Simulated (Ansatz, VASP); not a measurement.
## TePb: VASP beside Ansatz

```
Pb Te
1.0
     0.00000    3.13712    3.28248
     3.13712    0.00000    3.28248
     3.13712    3.13712    0.00000
Pb Te
1 1
Cartesian
  0.0000 0.0000 0.0000
  3.1371 3.1371 3.2825
```

Change from the starting cell: epitaxial_xy strain -4.0%.

Alike in both runs: task single point; functional r2SCAN; k mesh 8 × 8 × 8; no spin polarisation.

```csv
,VASP,Ansatz
version,VASP 6.6.1,Ansatz 0.2.0
potentials or method,"VASP PAW PBE potentials, release 64 (Pb_d, Te)","plane waves, PAW"
plane-wave cutoff (eV),520,500
occupations,"gaussian, width 0.01 eV",fixed
valence electrons in the cell,20,30
```

Ansatz gave:

```
gap on the k mesh at the Fermi level (eV)       : 0.76
pressure (GPa)                                  : 4.2
largest component of the traceless stress (GPa) : 4.22
```

Q: What did VASP give for the same quantities?

A: gap on the k mesh at the Fermi level (eV): 0.77; pressure (GPa): 4.2; largest component of the traceless stress (GPa): 4.23.

The two sets of potentials don't hold the same shells in valence.

Caveats: the PAW data sets were made with another functional, which shifts forces and pressure a little (VASP); spin-orbit coupling is left out, which as a rule narrows the gap of such compounds by several tenths of an eV. A k mesh can miss the band edges.
